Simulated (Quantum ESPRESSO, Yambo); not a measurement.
# AgBr (Bromargyrite): G0W0 in Yambo against the bands, part 2 of 2

Aim: move the bands of a G0W0 run on AgBr (Bromargyrite) over a wide range.

Yambo 5.3.0; PBE and many-body steps on it, plane waves. Known limits of the many-body steps: not at the basis limit; d shell near the gap, gap tends to lie low; no spin-orbit coupling; coarse k mesh.

So far. Step 4 (161 bands): Against the run before, the gap moves by +0.042 eV.

### Step 5. 281 bands

Level of this step: G0W0 on PBE, plane waves, norm-conserving pseudopotentials (Yambo).

Contents of gw4.in:

```
HF_and_locXC
gw0
dyson
ppa
em1d
rim_cut
RandQpts= 1000000
RandGvec= 1 RL
EXXRLvcs= 76 Ry
VXCRLvcs= 304 Ry
Chimod= "HARTREE"
% BndsRnXp
 1 | 281 |
%
NGsBlkXp= 15.5 Ry
% LongDrXp
 1 | 1 | 1 |
%
% GbndRnge
 1 | 281 |
%
DysSolver= "n"
ExtendOut
PPAPntXp= 27.21138 eV
% QPkrange
 3 | 3 | 17 | 20 |
 1 | 1 | 17 | 20 |
%
```

On the command line:

```sh
$ OMP_NUM_THREADS=1 mpirun -n 4 yambo -F gw4.in -J gw4 -C gw4 > gw4.log
```

Log:

```text
 Yambo, version 5.3.0

 [02] CORE Variables Setup
 =========================

  [... cell, symmetries and grids as in the set-up ...]

  [02.05] Energies & Occupations
  ==============================

  [X] === General ===
  [X] Electronic Temperature                        :  0.000000  0.000000 [eV K]
  [X] Bosonic    Temperature                        :  0.000000  0.000000 [eV K]
  [X] Finite Temperature mode                       : no
  [X] El. density                                   :  0.74786E+24 [cm-3]
[...]
QP @ state[ 1 ] b range                          :  17  20
   QP @ state[ 2 ] K range                          :  3  3
   QP @ state[ 2 ] b range                          :  17  20
   GF energies kind                                 : Perdew, Burke & Ernzerhof(X)+Perdew, Burke & Ernzerhof(C)
   GF WF`s kind                                     : Perdew, Burke & Ernzerhof(X)+Perdew, Burke & Ernzerhof(C)
   Xs energies kind                                 : Perdew, Burke & Ernzerhof(X)+Perdew, Burke & Ernzerhof(C)
   Xs WF`s kind                                     : Perdew, Burke & Ernzerhof(X)+Perdew, Burke & Ernzerhof(C)

 [11] Game Over & Game summary
```

The job ended after 5.7 min (4 MPI ranks of Arm Neoverse V2, shared host; peak memory 2.1 GiB).

This step gave:

- G0W0 gap on the points computed: 2.114 eV
- starting gap on the mesh: 0.6765 eV
- k of the valence top: 0, 0, -0.5
- k of the conduction bottom: 0, 0, 0
- least direct G0W0 gap on the computed points: 4.467 eV

Against the run before, the gap moves by +0.042 eV.

### Step 6. 424 bands

gw5.in, as its differences from gw4.in of step 5:

```diff
@@ -12,3 +12,3 @@
 % BndsRnXp
- 1 | 281 |
+ 1 | 424 |
 %
@@ -19,3 +19,3 @@
 % GbndRnge
- 1 | 281 |
+ 1 | 424 |
 %
```

On the command line:

```sh
$ OMP_NUM_THREADS=1 mpirun -n 4 yambo -F gw5.in -J gw5 -C gw5 > gw5.log
```

Log:

```text
 Yambo, version 5.3.0

 [02] CORE Variables Setup
 =========================

  [... cell, symmetries and grids as in the set-up ...]

  [02.05] Energies & Occupations
  ==============================

  [X] === General ===
  [X] Electronic Temperature                        :  0.000000  0.000000 [eV K]
  [X] Bosonic    Temperature                        :  0.000000  0.000000 [eV K]
  [X] Finite Temperature mode                       : no
  [X] El. density                                   :  0.74786E+24 [cm-3]
[...]
QP @ state[ 1 ] b range                          :  17  20
   QP @ state[ 2 ] K range                          :  3  3
   QP @ state[ 2 ] b range                          :  17  20
   GF energies kind                                 : Perdew, Burke & Ernzerhof(X)+Perdew, Burke & Ernzerhof(C)
   GF WF`s kind                                     : Perdew, Burke & Ernzerhof(X)+Perdew, Burke & Ernzerhof(C)
   Xs energies kind                                 : Perdew, Burke & Ernzerhof(X)+Perdew, Burke & Ernzerhof(C)
   Xs WF`s kind                                     : Perdew, Burke & Ernzerhof(X)+Perdew, Burke & Ernzerhof(C)

 [11] Game Over & Game summary
```

Run time: 8.8 min. Hardware: 4 MPI ranks; peak memory 2.6 GiB; 35 min of CPU time.

Numbers from this step:

```
G0W0 gap on the points computed              : 2.140 eV
starting gap on the mesh                     : 0.6765 eV
k of the valence top                         : 0, 0, -0.5
k of the conduction bottom                   : 0, 0, 0
least direct G0W0 gap on the computed points : 4.467 eV
```

Against the run before, the gap moves by +0.026 eV.

### Step 7. 585 bands

gw6.in, as its differences from gw5.in of step 6:

```diff
@@ -12,3 +12,3 @@
 % BndsRnXp
- 1 | 424 |
+ 1 | 585 |
 %
@@ -19,3 +19,3 @@
 % GbndRnge
- 1 | 424 |
+ 1 | 585 |
 %
```

On the command line:

```sh
$ OMP_NUM_THREADS=1 mpirun -n 4 yambo -F gw6.in -J gw6 -C gw6 > gw6.log
```

Log:

```text
 Yambo, version 5.3.0

 [02] CORE Variables Setup
 =========================

  [... cell, symmetries and grids as in the set-up ...]

  [02.05] Energies & Occupations
  ==============================

  [X] === General ===
  [X] Electronic Temperature                        :  0.000000  0.000000 [eV K]
  [X] Bosonic    Temperature                        :  0.000000  0.000000 [eV K]
  [X] Finite Temperature mode                       : no
  [X] El. density                                   :  0.74786E+24 [cm-3]
[...]
QP @ state[ 1 ] b range                          :  17  20
   QP @ state[ 2 ] K range                          :  3  3
   QP @ state[ 2 ] b range                          :  17  20
   GF energies kind                                 : Perdew, Burke & Ernzerhof(X)+Perdew, Burke & Ernzerhof(C)
   GF WF`s kind                                     : Perdew, Burke & Ernzerhof(X)+Perdew, Burke & Ernzerhof(C)
   Xs energies kind                                 : Perdew, Burke & Ernzerhof(X)+Perdew, Burke & Ernzerhof(C)
   Xs WF`s kind                                     : Perdew, Burke & Ernzerhof(X)+Perdew, Burke & Ernzerhof(C)

 [11] Game Over & Game summary
```

The job ended after 12 min (4 MPI ranks; peak memory 3.1 GiB).

This step gave:

```
G0W0 gap on the points computed              : 2.159 eV
starting gap on the mesh                     : 0.6765 eV
k of the valence top                         : 0, 0, -0.5
k of the conduction bottom                   : 0, 0, 0
least direct G0W0 gap on the computed points : 4.469 eV
```

Against the run before, the gap moves by +0.019 eV.

### Step 8. The runs together

Times are wall times on 4 MPI ranks of Arm Neoverse V2, shared host, good to a factor of about two.

| run | mesh | bands | screening cutoff (eV) | DFT gap (eV) | gap on the mesh (eV) | direct (eV) | time |
| --- | --- | --- | --- | --- | --- | --- | --- |
| 50 bands | 4×4×4 | 50 | 210.9 | 0.676 | 2.078 | 4.433 | 60 s |
| 88 bands | 4×4×4 | 88 | 210.9 | 0.676 | 2.030 | 4.434 | 1.7 min |
| 161 bands | 4×4×4 | 161 | 210.9 | 0.676 | 2.071 | 4.459 | 3.2 min |
| 281 bands | 4×4×4 | 281 | 210.9 | 0.676 | 2.114 | 4.467 | 5.7 min |
| 424 bands | 4×4×4 | 424 | 210.9 | 0.676 | 2.140 | 4.467 | 8.8 min |
| 585 bands | 4×4×4 | 585 | 210.9 | 0.676 | 2.159 | 4.469 | 12 min |

### Step 9. Results

- 50 bands: 2.078 eV
- 88 bands: 2.030 eV
- 161 bands: 2.071 eV
- 281 bands: 2.114 eV
- 424 bands: 2.140 eV
- 585 bands: 2.159 eV
- known limits: not at the basis limit; d shell near the gap, gap tends to lie low; no spin-orbit coupling; coarse k mesh

**Reading.** The setting moved: bands. From 50 bands to 585 bands the gap moves by +0.08 eV, for 12 times the time, not steadily: it passes through 2.03 eV. The last step still moves it by +0.019 eV. Bands and screening cutoff are coupled, so a series along one setting does not show full convergence. Bands and cutoff are finite, so the gap is not at the basis limit. The miss can reach some tenths of an eV and take either sign; the mesh is an error of its own. In the G0W0 runs levels were corrected at 2 k points alone, so a gap called «on the mesh» is the least over those, and an edge elsewhere would be missed. The 4×4×4 mesh is coarse for this cell, which bears on the long-range parts of exchange and screening. A d shell, filled or nearly so, lies near the gap. One-shot GW converges very slowly in bands there, not always from below, and on a semilocal start the gap tends to come out low; starts rich in exact exchange can overshoot instead. The many-body steps are scalar-relativistic: spin-orbit coupling is not in them.

[Paths, hosts, dates, memory and timing lines, banners, echoed tables and standing remarks are left out of the program output.]

[Logs are printed without paths, hosts, clocks, repeated set-up lines and the standing remarks that a program may print on its own settings, such as how far it seeks lower states.]

[Runs of the session that timed out or met a known fault of the program may be left out.]

[Hosts, paths, dates, database ids (printed as entryN), source tags and the programs' standing remarks are cut or masked in the printed files.]
